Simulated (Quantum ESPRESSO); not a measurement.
Runs of Quantum ESPRESSO 7.5 on Ni. It takes space group Fm-3m (No. 225, cubic). The conventional cell has a = 3.475 Å, b = 3.475 Å, c = 3.475 Å, α = 90.00°, β = 90.00°, γ = 90.00°. Around Ni (site symmetry m-3m) lie 12 Ni at 2.46 Å. 

| level | U | gap on the mesh (eV) | pressure (GPa) | moment (μB) |
| --- | --- | --- | --- | --- |
| PBEsol | - | none | -0.1 | 0.51 |
| PBEsol+U | Ni d U = 5 eV | none | 0.3 | 0.86 |
| PBEsol+U | Ni d U = 4 eV | none | 0.2 | 0.86 |
| PBEsol+U | Ni d U = 2 eV | none | -0.1 | (b) |
| PBEsol+U | Ni d U = 3 eV | none | 0.1 | 0.81 |
| PBEsol+U | Ni d U = 6 eV | none | 0.4 | 0.87 |
| PBEsol+U | Ni d U = 8 eV | none | 0.7 | 0.92 |
| PBEsol+U | Ni d U = 1 eV | none | -0.1 | (a) |

Alike in all rows: task relaxation of cell and atoms; potentials or basis GBRV 1.5 PBEsol; spin collinear, ferromagnetic start; cell relaxed to 0.3 kbar; k mesh 9 × 9 × 9; cutoff (eV) 612; smearing fermi-dirac 0.05 eV.

Problem. Fill in the values left out.

Solution. (a) 0.55; (b) 0.60.

Caveats: the U is typed as a test and isn't derived for this compound (some runs).

A gap of «none» marks a metal or a gap under the smearing width.
